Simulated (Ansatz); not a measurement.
# FeS2: ⁵⁷Fe Mössbauer parameters

Cell: a refined structure from the COD whose atoms were relaxed with PBE, the cell held.

```cif
data_FeS2
_symmetry_space_group_name_H-M 'Pa-3'
_symmetry_Int_Tables_number 205
_cell_length_a 5.4178
_cell_length_b 5.4178
_cell_length_c 5.4178
_cell_angle_alpha 90.000
_cell_angle_beta 90.000
_cell_angle_gamma 90.000
loop_
_atom_site_label
_atom_site_type_symbol
_atom_site_symmetry_multiplicity
_atom_site_Wyckoff_symbol
_atom_site_fract_x
_atom_site_fract_y
_atom_site_fract_z
Fe Fe 4 a 0.0000 0.0000 0.0000
S S 8 c 0.3828 0.3828 0.3828
```

One atom of each set is listed.

Level of theory: DFT, PBE, plane waves and PAW, scalar-relativistic, collinear spin, 420 eV cutoff, Γ-centred 8×8×8 k-points, Fermi–Dirac smearing 0.05 eV (Ansatz 0.2.0). Start moments as typed (μB): 3 on each Fe, none on the rest.

Isomer shifts (against α-Fe) follow from the electron density at the nucleus, δ = α(ρ − ρ₀), with α = -0.366 mm s⁻¹ a₀³ and ρ₀ = 14904.00 a₀⁻³ from a line fitted to 10 measured compounds at this level of theory (rms miss 0.11 mm/s). ΔE_Q = ½eQV_zz(1 + η²/3)^½ with Q = 0.160 b for the 14.4 keV state.

(1) Where do the absorption lines lie?

Results:

(1) Fe (4 atoms a cell): δ = 0.31, |ΔE_Q| = 0.66 mm/s, a doublet at -0.02 and 0.64 mm/s.

With these PAW files V_zz is typically within 2 to 3 % of all-electron values, but misses above 10 % occur on Fe. With a gap of 0.4 eV on this mesh, the gradients can still move by some per cent as the k-mesh gets denser. The start moments die out, and the run ends without spin.

The relaxation (4 steps) took 42 s of wall time (2.6 min of CPU time) and 1.3 GiB at its peak, on 4 threads of Intel Xeon 6975P-C (Granite Rapids) (x86_64; 16 cores open to the job, memory cap 8.0 GiB, no GPU), a shared host with a load of 0.3 a core.
